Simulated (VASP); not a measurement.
Zr, 3 atoms in the cell. Symmetry: P6/mmm, No. 191, hexagonal system. Conventional cell: a = 4.936 Å, b = 4.936 Å, c = 3.090 Å, α = 90.00°, β = 90.00°, γ = 120.00°. Around Zr (site symmetry -6m2) lie 11 Zr at 2.85 to 3.24 Å. Around Zr (site symmetry 6/mmm) lie 14 Zr at 3.09 to 3.24 Å. The cell was built by a generator and needn't be a form met in nature. The cell isn't the ideal one: a relaxed cell with its volume scaled by 0.94.

- Program: VASP 6.6.1
- Task: relaxation of shape and atoms at fixed volume
- Functional: PBE
- Potentials or basis: VASP PAW PBE potentials, release 64 (Zr_sv)
- Cutoff: 600 eV
- k mesh: 9 × 9 × 12
- Occupations: methfessel-paxton, width 0.1 eV
- Spin: no spin polarisation
- Further INCAR settings: ALGO = Fast; EDIFF = 1e-07; IBRION = 2; EDIFFG = -0.01; NSW = 40; ISIF = 4

Potentials or basis: VASP PAW PBE potentials, release 64 (Zr_sv).

The run is started by

```bash
$ cat potpaw_PBE.64/Zr_sv/POTCAR > POTCAR
$ mpirun -np 1 vasp_std > vasp.out
```

Hardware: 1 thread of Intel(R) Xeon(R) Platinum 8488C (Sapphire Rapids) (shared host).

**Question.** How long does it take, and how much memory?

**Answer.** Wall time 3 min on 1 thread of Intel(R) Xeon(R) Platinum 8488C (Sapphire Rapids), on a shared host, peak memory 0.27 GiB. Counts: scf iterations 24, k points 84, ion steps 1.
